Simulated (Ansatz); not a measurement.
The system is CuAu.

```
Au Cu
1.0
     1.44306    0.83315    4.25617
    -1.44306    0.83315    4.25617
     0.00000   -1.66630    4.25617
Au Cu
1 1
Direct
  0.00000 0.00000 0.00000
  0.50000 0.50000 0.50000
```

The cell comes from a database or a generator and needn't be the stable form of this composition.

* Program: Ansatz 0.2.0
* Task: relaxation of cell and atoms
* Functional: RPBE
* Potentials or basis: Ansatz PAW
* Cutoff: 420 eV (not typed: the program's choice for these potentials)
* k mesh: 11 × 11 × 11
* Occupations: fermi-dirac, width 0.05 eV
* Spin: no spin polarisation

At the start: volume 15.35 Å³/atom.

How do energy, volume and symmetry change on relaxing?

It ends after 8 steps and the volume is 15.76 Å³/atom (+2.7 %); space group R-3m (No. 166, to 0.05 Å).

The path:
| step | energy change (eV) | largest force (eV/Å) | volume (Å³) |
| --- | --- | --- | --- |
| 1 | 0.0000 | 0.0000 | 30.70 |
| 2 | -0.0096 | 0.0000 | 31.89 |
| 3 | -0.0124 | 0.0000 | 31.62 |
| 4 | -0.0155 | 0.0000 | 31.21 |
| 5 | -0.0163 | 0.0000 | 31.42 |
| 6 | -0.0165 | 0.0000 | 31.53 |
| 7 | -0.0165 | 0.0000 | 31.52 |
| 8 | -0.0169 | 0.0000 | 31.52 |

Final structure:
```
CELL_PARAMETERS angstrom
1.43471 0.82833 4.42063
-1.43471 0.82833 4.42063
0.00000 -1.65666 4.42063
ATOMIC_POSITIONS crystal
Au 0.00000 0.00000 0.00000
Cu 0.50000 0.50000 0.50000
```

Caveat: the plane-wave basis is chosen anew once the cell has moved, so the energies of steps on either side of that aren't comparable; the PAW data sets come from PBE, with cores solved anew for the run's functional, which leaves a small shift of forces and pressure.
